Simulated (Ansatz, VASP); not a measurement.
## One calculation of F, two programs

```
F
1.0
     2.19408    0.00000    0.00000
     0.00000    2.19408    0.00000
     0.00000    0.00000    2.19408
F
1
Direct
  0.00000 0.00000 0.00000
```

The real solid is made of molecules; this cell is a model form.

Alike in both runs: task single point; functional PBE; k mesh 15 × 15 × 15; occupations fermi-dirac, width 0.08 eV; no spin polarisation.

```csv
,VASP,Ansatz
version,VASP 6.6.1,Ansatz 0.2.0
potentials or method,"VASP PAW PBE potentials, release 64 (F), cutoff 520 eV","all-electron LAPW, scalar-relativistic"
```

```csv
,VASP,Ansatz,Ansatz less VASP
pressure (GPa),-0.8,-0.1,+0.69
```

Ansatz ran all-electron here, so the differences hold the error of VASP's frozen core and of both bases.

Caveats: an odd number of electrons without spin polarisation forces a metal; a magnetic or distorted state may lie lower.
